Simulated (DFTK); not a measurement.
Hf under changes of volume

One of the cells (22.380 Å³/atom); the others are scaled copies at fixed shape and fractional positions:

```xyz
2
Lattice="3.1967 0.0000 0.0000 -1.5983 2.7684 0.0000 0.0000 0.0000 5.0578" Properties=species:S:1:pos:R:3 pbc="T T T"
Hf    1.5984    0.9228    3.7934
Hf    0.0000    1.8456    1.2645
```

```yaml
Program: DFTK 0.8.2
Functional: PBEsol
Potentials_or_basis: dojo.nc.sr.pbesol.v0_4_1.standard.upf (PBEsol)
Cutoff: 952 eV
k_mesh: 10 × 10 × 5
Occupations: fermi-dirac, width 0.05 eV
Spin: no spin polarisation
```

```tsv
volume (Å³/atom)	energy over the lowest point (meV/atom)	pressure (GPa)
21.037	5.76	3.4
21.485	0.00	0.9
21.933	1.04	-1.5
22.380	?	?
22.828	21.21	-5.5
23.276	39.32	-7.3
23.723	62.14	-8.9
```

Problem. What does the run at 22.380 Å³/atom give?

Solution. Energy over the lowest point 8.28 meV/atom; pressure -3.6 GPa.

Worked out: A Birch-Murnaghan fit of order 3 (a polynomial in V^(-2/3)) to the other rows has its minimum at 21.64 Å³/atom with B0 = V·E''(V) = 114 GPa and B' = 3.4 at fixed shape and positions, which overstates the stiffness. It gives 8.28 meV/atom at 22.380 Å³/atom, against the run's 8.28, and -dE/dV = -3.6 GPa, against -3.6.

Energies are extrapolated to zero smearing.
